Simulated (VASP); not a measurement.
A run of VASP 6.6.1 is set up as follows.

Contents of INCAR:

```
SYSTEM = SiC
PREC = Accurate ; ENCUT = 600
EDIFF = 1E-6 ; ISMEAR = -1
SIGMA = 0.05 ; LREAL = .FALSE.
LASPH = .TRUE. ; NELM = 60
ALGO = Normal ; ISIF = 3
LWAVE = .FALSE. ; LCHARG = .FALSE.
GGA = PS ; IBRION = 2
NSW = 60 ; EDIFFG = -0.01
```

Contents of KPOINTS:

```
regular mesh
0
G
  10 10 10
  0 0 0
```

File POSCAR:

```
SiC
1.0
    0.0000000000      2.1790000000      2.1790000000
    2.1790000000      0.0000000000      2.1790000000
    2.1790000000      2.1790000000      0.0000000000
Si C
1 1
Direct
    0.0000000000      0.0000000000      0.0000000000
    0.7500000000      0.7500000000      0.7500000000
```

Potentials or basis: VASP PAW PBE potentials, release 64 (Si, C).

The run is started by

```console
$ cat potpaw_PBE.64/Si/POTCAR potpaw_PBE.64/C/POTCAR > POTCAR
$ mpirun -np 1 vasp_std > vasp.out
```

Estimate the band gap on the k mesh.

1.23 eV, indirect (least direct gap 4.44 eV).

Final structure:
```
CELL_PARAMETERS angstrom
0.00000 2.17900 2.17900
2.17900 0.00000 2.17900
2.17900 2.17900 0.00000
ATOMIC_POSITIONS crystal
Si 0.00000 0.00000 0.00000
C 0.75000 0.75000 0.75000
```

Caveat: the relaxation stopped at its first step, so nothing moved. A k mesh can miss the band edges.
